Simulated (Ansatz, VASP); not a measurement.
## One calculation of ZnSe (Stilleite), two programs

Contents of INCAR:

```
SYSTEM = ZnSe
  ALGO = Normal
  EDIFF = 1E-6
  ENCUT = 520
  GGA = PS
  ISIF = 2
  ISMEAR = -1
  LASPH = .True.
  LCHARG = .True.
  LELF = .True.
  LREAL = .False.
  LVHAR = .True.
  LWAVE = .False.
  NBANDS = 16
  NELM = 100
  PREC = Accurate
  SIGMA = 0.05
```

The input KPOINTS:

```
k-points
0
Gamma
  8 8 8
  0 0 0
```

The input POSCAR:

```
ZnSe
1.0
    0.0000000000      2.8338000000      2.8338000000
    2.8338000000      0.0000000000      2.8338000000
    2.8338000000      2.8338000000      0.0000000000
Se Zn
1 1
Direct
    0.7500000000      0.7500000000      0.7500000000
    0.0000000000      0.0000000000      0.0000000000
```

The input input.yaml:

```yaml
crystal:
  lattice:
    - [0.0, 2.8338, 2.8338]
    - [2.8338, 0.0, 2.8338]
    - [2.8338, 2.8338, 0.0]
  atoms:
    - { symbol: Se, position: [0.75, 0.75, 0.75] }
    - { symbol: Zn, position: [0.0, 0.0, 0.0] }
hamiltonian:
  xc: pbesol
  pseudopotentials: { kind: paw }
kpoints:
  mp_grid: { grid: [8, 8, 8] }
  band_path:
    path:
      - [[0.0, 0.0, 0.0], [0.5, 0.0, 0.5], [0.5, 0.25, 0.75], [0.375, 0.375, 0.75], [0.0, 0.0, 0.0], [0.5, 0.5, 0.5], [0.625, 0.25, 0.625], [0.5, 0.25, 0.75], [0.5, 0.5, 0.5], [0.375, 0.375, 0.75]]
      - [[0.625, 0.25, 0.625], [0.5, 0.0, 0.5]]
    npoints: 14
scf:
  occupations: { method: fermi_dirac, width: 0.05 }
  n_extra_bands: 6
output:
  forces: true
  stress: true
  eigenvalues: true
  fatbands: true
```

Alike in both runs: functional PBEsol; k mesh 8 × 8 × 8; occupations fermi-dirac, width 0.05 eV; no spin polarisation.

```csv
,VASP,Ansatz
version,VASP 6.6.1,Ansatz 0.2.0
potentials or method,"VASP PAW PBE potentials, release 64 (Se, Zn)",Ansatz PAW
plane-wave cutoff (eV),520,420
valence electrons in the cell,18,28
task,single point,band structure
```

Ansatz gave:

| Quantity | Value |
| --- | --- |
| gap on the k mesh at the Fermi level (eV) | 1.17 |
| least direct gap on the mesh (eV) | 1.17 |
| pressure (GPa) | -1.1 |

What did VASP give for the same quantities?

gap on the k mesh at the Fermi level (eV): 1.17; least direct gap on the mesh (eV): 1.17; pressure (GPa): -0.9.

With one functional, cell and mesh, what is left measures potentials, basis and numerics. The two sets of potentials don't hold the same shells in valence.

Caveats: the PAW data sets were made with another functional, which shifts forces and pressure a little (VASP); the PAW data sets come from PBE, with cores solved anew for the run's functional, which leaves a small shift of forces and pressure (Ansatz). PBEsol gaps usually lie below the measured ones, often by a third to a half.
